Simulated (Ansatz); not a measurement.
Input of an Ansatz 0.2.0 run:

Contents of input.yaml:

```yaml
crystal:
  lattice:
    - [-1.582345, 1.582345, 1.582345]
    - [1.582345, -1.582345, 1.582345]
    - [1.582345, 1.582345, -1.582345]
  atoms:
    - { symbol: W, position: [0.0, 0.0, 0.0] }
hamiltonian:
  xc: pbesol
  pseudopotentials: { kind: paw }
  dispersion: d4
kpoints:
  mp_grid: { grid: [12, 12, 12] }
scf:
  occupations: { method: fermi_dirac, width: 0.05 }
output:
  forces: true
  stress: true
  eigenvalues: true
relax:
  f_tol: 0.01
  max_steps: 40
  cell: { stress_tol: 0.05 }
```

Potentials or basis: Ansatz PAW.

Launch:

```bash
$ ansatz run input.yaml --threads 2 --pin off --max-ram 5632MiB --backend cpu --events-out ev --progress --plain --runs-dir out
```

Question: Estimate the space group after relaxing (to 0.05 Å).

Answer: Im-3m (No. 229).

Question: Estimate the relaxed cell.

Answer: a = 2.721 Å, b = 2.721 Å, c = 2.721 Å, α = 109.47°, β = 109.47°, γ = 109.47°.

Question: Estimate the relaxed volume.

Answer: 15.50 Å³/atom.

Question: What does it give for the band gap on the k mesh?

Answer: None (metal or under the smearing width).

Final structure:
```
W
1.0
    -1.57077    1.57077    1.57077
     1.57077   -1.57077    1.57077
     1.57077    1.57077   -1.57077
W
1
Direct
  0.00000 0.00000 0.00000
```

Caveat: pairwise dispersion overbinds metals, which lowers pressure and volume; the PAW data sets come from PBE, with cores solved anew for the run's functional, which leaves a small shift of forces and pressure. The run has no spin-orbit coupling, so splittings on W are missing.
